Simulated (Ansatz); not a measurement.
# TiAl: a strain scan

The task, for TiAl: strain the cell along the Voigt pattern (0, 0, 0, 1, 0, 0).

Computed with Ansatz 0.2.0 (DFT LDA, scalar-relativistic, plane waves, PAW, unless a step's input says otherwise).

## (1) The system as given

It takes space group P4/mmm (No. 123, tetragonal). The conventional cell has a = 2.837 Å, b = 2.837 Å, c = 4.059 Å, α = 90.00°, β = 90.00°, γ = 90.00°. Around Ti (site symmetry 4/mmm) lie 4 Ti at 2.84 Å and 8 Al at 2.85 Å. Al (site symmetry 4/mmm) has 4 Al at 2.84 Å and 8 Ti at 2.85 Å as nearest neighbours.

Structure file:

```
CELL_PARAMETERS angstrom
2.83730 0.00000 0.00000
0.00000 2.83730 0.00000
0.00000 0.00000 4.05910
ATOMIC_POSITIONS crystal
Ti 0.00000 0.00000 0.00000
Al 0.50000 0.50000 0.50000
```

The cell is taken as given, not relaxed at this level.

## (2) Zero of energy

The reference gives a free energy of -2963.9790 eV, pressure -7.35 GPa, largest force 0.000 eV/Å and gap on the mesh none (metal). It was computed beforehand with the settings of the runs below.

## (3) The scan: a strain scan

The cell is strained by ε times the Voigt pattern (0, 0, 0, 1, 0, 0) (xx, yy, zz, yz, xz, xy; engineering shear), with fractional coordinates fixed (clamped ions). The stress on the pattern is the sum of the stress components weighted by it, tension positive.

## (4) ε = -0.0200

The input, input.yaml:

```yaml
crystal:
  lattice:
    - [2.8373, 0.0, 0.0]
    - [0.0, 2.8373, -0.028373]
    - [0.0, -0.040591, 4.0591]
  atoms:
    - { symbol: Ti, position: [0.0, 0.0, 0.0] }
    - { symbol: Al, position: [0.5, 0.5, 0.5] }
basis:
  ecutwfc: 420
kpoints:
  mp_grid: { grid: [16, 16, 12] }
hamiltonian:
  xc: lda
scf:
  occupations: { method: gaussian, width: 0.1 }
output:
  forces: true
  stress: true
  eigenvalues: true
```

Launch:

```console
ansatz run input.yaml --threads 1 --pin off --max-ram 2560MiB --backend cpu --events-out ev --progress --plain --runs-dir out
```

## (5) Point ε = 0.0150

input.yaml, as its differences from that of step 4:

```diff
@@ -3,4 +3,4 @@
     - [2.8373, 0.0, 0.0]
-    - [0.0, 2.8373, -0.028373]
-    - [0.0, -0.040591, 4.0591]
+    - [0.0, 2.8373, 0.02127975]
+    - [0.0, 0.03044325, 4.0591]
   atoms:
```

## (6) At ε = -0.0100

input.yaml, as its differences from that of step 5:

```diff
@@ -3,4 +3,4 @@
     - [2.8373, 0.0, 0.0]
-    - [0.0, 2.8373, 0.02127975]
-    - [0.0, 0.03044325, 4.0591]
+    - [0.0, 2.8373, -0.0141865]
+    - [0.0, -0.0202955, 4.0591]
   atoms:
```

## (7) At ε = 0.0050

input.yaml, as its differences from that of step 6:

```diff
@@ -3,4 +3,4 @@
     - [2.8373, 0.0, 0.0]
-    - [0.0, 2.8373, -0.0141865]
-    - [0.0, -0.0202955, 4.0591]
+    - [0.0, 2.8373, 0.00709325]
+    - [0.0, 0.01014775, 4.0591]
   atoms:
```

## (8) ε = 0.0175

input.yaml, as its differences from that of step 7:

```diff
@@ -3,4 +3,4 @@
     - [2.8373, 0.0, 0.0]
-    - [0.0, 2.8373, 0.00709325]
-    - [0.0, 0.01014775, 4.0591]
+    - [0.0, 2.8373, 0.024826375]
+    - [0.0, 0.035517125, 4.0591]
   atoms:
```

## (9) At ε = 0.0125

input.yaml, as its differences from that of step 8:

```diff
@@ -3,4 +3,4 @@
     - [2.8373, 0.0, 0.0]
-    - [0.0, 2.8373, 0.024826375]
-    - [0.0, 0.035517125, 4.0591]
+    - [0.0, 2.8373, 0.017733125]
+    - [0.0, 0.025369375, 4.0591]
   atoms:
```

## (10) At ε = 0.0075

input.yaml, as its differences from that of step 9:

```diff
@@ -3,4 +3,4 @@
     - [2.8373, 0.0, 0.0]
-    - [0.0, 2.8373, 0.017733125]
-    - [0.0, 0.025369375, 4.0591]
+    - [0.0, 2.8373, 0.010639875]
+    - [0.0, 0.015221625, 4.0591]
   atoms:
```

## (11) At ε = 0.0025

input.yaml, as its differences from that of step 10:

```diff
@@ -3,4 +3,4 @@
     - [2.8373, 0.0, 0.0]
-    - [0.0, 2.8373, 0.010639875]
-    - [0.0, 0.015221625, 4.0591]
+    - [0.0, 2.8373, 0.003546625]
+    - [0.0, 0.005073875, 4.0591]
   atoms:
```

(Steps that only read results are left out.)

Before running it: what results should come out? Wanted: slope of the stress at ε = 0, from the points at -0.0100, 0 and 0.0025.

The runs gave:

| quantity | value |
| --- | --- |
| slope of the stress at ε = 0, from the points at -0.0100, 0 and 0.0025 | 104 GPa |

What this shows: The settings of these runs were drawn from a wide range and may not be converged. From the stress slope, C44 is about 104 GPa with the ions clamped; letting the atoms relax could not make it stiffer. The reference stands under -7.4 GPa, so this is no zero-stress constant. The undisturbed cell stays the lowest of the sampled points.
